# Stretching HgTe evenly: a closed gap and a misleading energy gain

An engineer who wants a gap in HgTe has to decide whether stretching the crystal evenly in all directions is worth trying, and whether PBE will do for judging the energy it costs. The calculations advise against the first. For the second, PBE agrees closely with r2SCAN once the pressure of the starting cell is taken out.

Zincblende HgTe (2-atom cell, a = 6.578 Å, 35.59 Å³ per atom) under hydrostatic strain, given as change in length from the r2SCAN-relaxed cell. Ansatz 0.2.0, plane-wave PAW DFT without spin polarisation, 6×6×6 k mesh, Fermi–Dirac smearing 0.02 eV, cutoff 420 eV (PBE) or 500 eV (r2SCAN). Energy rises are relative to the unstrained cell with the same functional.

| functional | strain (%) | energy rise per atom (meV) |
| --- | --- | --- |
| PBE | 0.5 | -3.3 |
| PBE | 2 | -2.4 |
| PBE | 3.89 | 18.3 |
| r2SCAN | 0.5 | 1.1 |
| r2SCAN | 2 | 15.2 |
| r2SCAN | 3.89 | 52.5 |

The strain is the percentage by which every edge of the cell is lengthened. The energy rise compares each stretched cell with the unstretched one under the same functional. That unstretched cell was relaxed with r2SCAN for both.

## Why the gap stays closed

The gap is zero because a set of equal levels is only partly filled. At the centre of the Brillouin zone, Γ, the occupations show 16 full levels and above them three levels of equal energy. The 36 electrons of the cell leave four for these three levels, which have room for six. Filled and empty states therefore meet at one energy, and the position of the Fermi level implies the same two-thirds filling in every row.

With the level order of an ordinary zincblende semiconductor, only 15 of the levels counted here would lie below this triplet. The triplet would then be full, and the next level, built mainly from s orbitals of the metal, would lie above a gap. In HgTe that s-like level has dropped below the triplet, which consists mainly of Te p orbitals. The count of 16 shows the extra level; its s character is established knowledge of HgTe, not a reading of these runs.

Even stretching keeps the cubic symmetry, and this symmetry is what holds the three p-like levels together. They may move up or down, but they move as one. Theory also gives the direction in which the s-like level goes. It is antibonding between neighbours, so longer bonds lower it relative to the p-like triplet, and stretching should make the inverted order more secure.

Spin-orbit coupling, which these calculations leave out, changes the picture without opening the gap. It splits the triplet into an upper group with room for four electrons and a lower one with room for two. The four electrons fill the lower group and half of the upper one. As long as the s-like level stays below the upper group, filled and empty states still touch.

## Why both functionals give the same gap change

PBE and r2SCAN agree on a zero gap change because both place the s-like level below the triplet. They need not agree on how far below. The gap registers only the order of the levels, so it stays at zero while the distance between them changes.

The same reasoning helps with a related crystal. If the order is inverted, and a strain that keeps the cube does not undo the inversion, the gap stays closed under any functional that reproduces the order. If the order is normal and both band edges lie at Γ, the gap is itself the distance between the s-like and p-like levels, and it will generally respond to both strain and functional. Which case applies needs a check, because PBE tends to place the s-like level too low and can close the gap of a semiconductor that really has a narrow one.

## Why PBE first gains energy

With r2SCAN every stretch costs energy, as it should for a cell that starts close to its own equilibrium. With PBE the energy is lower than at the start for the first two strains and higher only at the third. This is no sign of an unstable crystal. PBE prefers longer bonds in HgTe, so the r2SCAN cell is too small for it and pushes outwards with a pressure of about 1.3 GPa.

Stretching first releases this pressure. Interpolation between the computed pressures puts the PBE equilibrium at a strain of about 1.2 %, roughly 5 meV per atom below the start. The row at 0.5 % is still on the way down. The row at 2 % has passed the minimum but remains below the starting energy, and the row at 3.89 % has climbed well above it.

The order of these signs follows from how the two contributions grow. If the pressure kept its starting strength, the gain would be proportional to the change in volume. But the pressure fades as the cell expands and then turns into an inward pull. This change takes back an amount of energy that grows roughly as the square of the change in volume. A small stretch is therefore ruled by the pressure and a large one by the stiffness.

## Why PBE is not softer at the same volume

At 3.89 % the r2SCAN energy rise exceeds that of PBE by 34 meV per atom, which looks like a large difference in stiffness. The different starting pressures alone would produce about 36 meV. With their effect removed, the stretching costs are 53 meV per atom for PBE and 51 for r2SCAN. The two functionals disagree about where the energy curve has its minimum, and hardly at all about its curvature at a given volume.

The curvature of both curves falls as the crystal expands, because the bonds become less stiff as the atoms move apart. At its own, larger equilibrium cell PBE is therefore somewhat softer than r2SCAN is at its own. Averaged from the start to the largest strain, the stiffness is about a quarter lower than over the first half per cent.

## A simple model and one estimate

Let x be the relative change in volume, V the starting volume per atom and p₀ the starting pressure, positive when the cell pushes outwards. Let B be the mean stiffness over the first 0.5 % of strain and S the mean stiffness up to the strain in question. If the stiffness falls steadily with x, and B is taken as its value at the start, adding up the work done against the pressure gives

energy rise = V · [−p₀x + x²(B/6 + S/3)].

Take PBE at 2 %:

- The volume change is x = 1.02³ − 1 = 0.0612.
- With V = 35.59 Å³ and energies converted to meV, each GPa in the bracket counts for 222 meV per atom.
- The pressure term is −222 × 1.283 × 0.0612 = −17.4 meV.
- The stiffness term is 38.8/6 + 34.0/3 = 17.8 GPa, which gives 222 × 17.8 × 0.0612² = 14.8 meV.
- The sum is −2.6 meV per atom; the table has −2.4.

B and S come from the computed pressures, including the pressure of the row being estimated, and no constant was adjusted to the energies. The agreement, within 0.3 meV per atom in all six rows, thus shows that energies and pressures are consistent; it is no independent forecast. Holding the stiffness at B works for small strains but overshoots by about 11 meV per atom at the largest. The printed analysis below compares both versions row by row.

## What remains open

For energies the rule depends on the question. To compare the functionals over the same volumes, remove the pressure term; to find what stretching costs from equilibrium, start each functional from its own zero-pressure cell. For the gap, the promising strain is one that breaks the cubic symmetry, as in a film stretched to match its substrate, because it can split the levels that touch. While the level order stays inverted, such a split is needed for a gap but does not ensure one, since bands may still cross away from Γ. How far the s-like level lies below the triplet, and whether PBE and r2SCAN move it at the same rate, is the question that a gap of zero leaves open.

Printed output of the fit:

```
Energy split, meV per atom, and mean stiffness from the start to this strain, GPa:
     row  pressure_term  stretching_cost  mean_stiffness
     PBE         -4.296           0.9962           38.82
     PBE         -17.44            15.04              34
     PBE         -34.57            52.87           28.85
  r2SCAN         0.1313           0.9687              38
  r2SCAN         0.5332            14.67           33.16
  r2SCAN          1.057            51.44              28
Energy rise from two models without fitted constants, meV per atom:
     row  constant_stiffness  miss_constant  falling_stiffness  miss_falling
     PBE              -3.316       -0.01641             -3.316      -0.01641
     PBE              -1.292          1.108             -2.627       -0.2266
     PBE               28.86          10.56                 18       -0.2976
  r2SCAN                1.09      -0.009627               1.09     -0.009627
  r2SCAN               16.34          1.143                 15        -0.197
  r2SCAN               63.15          10.65              52.26       -0.2449
r2SCAN less PBE energy rise at 0.5 %, meV per atom: 4.4
r2SCAN less PBE energy rise at 2 %, meV per atom: 17.6
r2SCAN less PBE energy rise at 3.89 %, meV per atom: 34.2
part of it from the starting pressure at 0.5 %, meV per atom: 4.427
part of it from the starting pressure at 2 %, meV per atom: 17.98
part of it from the starting pressure at 3.89 %, meV per atom: 35.62
strain at which the PBE pressure vanishes, interpolated, %: 1.2
conventional edge there, angstrom: 6.657
estimated PBE energy there against the start, meV per atom: -5.013
least electrons in each touching level at Gamma, all rows: 1.333
most electrons in each touching level at Gamma, all rows: 1.334
```
